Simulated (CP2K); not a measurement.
Crystal: BaTiO3.

```
Ba Ti O
1.0
     3.75276    0.00000    0.00000
    -0.63239    4.48133    0.00000
     0.63945   -0.14515    3.73641
Ba Ti O
1 1 3
Direct
  0.00364 0.99727 0.99850
  0.50025 0.51161 0.51018
  0.99835 0.49282 0.49504
  0.49991 0.50154 0.99454
  0.49786 0.99299 0.49796
```

Base run:

- Program: CP2K 2026.2
- Functional: PBE
- Potentials or basis: POTENTIAL_UZH Ba GTH-PBE-q10, Ti GTH-PBE-q12, O GTH-PBE-q6; ccGRB-D basis
- Density cutoff: 9524 eV
- k mesh: 7 × 6 × 7
- Occupations: fermi-dirac, width 0.05 eV
- Spin: no spin polarisation

Its results: pressure 23.3 GPa; largest force 0.807 eV/Å.

Question: The run is repeated on the same cell with these changes: potentials or basis from POTENTIAL_UZH Ba GTH-PBE-q10, Ti GTH-PBE-q12, O GTH-PBE-q6; ccGRB-D basis to POTENTIAL_UZH Ba GTH-PBE-q10, Ti GTH-PBE-q12, O GTH-PBE-q6; TZVP-MOLOPT-PBE-GTH basis; basis sets from Ba ccGRB-D-q10, Ti ccGRB-D-q12, O ccGRB-D-q6 to Ba TZVP-MOLOPT-PBE-GTH-q10, Ti TZVP-MOLOPT-PBE-GTH-q12, O TZVP-MOLOPT-PBE-GTH-q6. What comes out?

Answer: Pressure 19.5 GPa; largest force 0.743 eV/Å.

Caveats: the basis of atomic orbitals isn't converged, which shifts pressures, moduli and gaps.
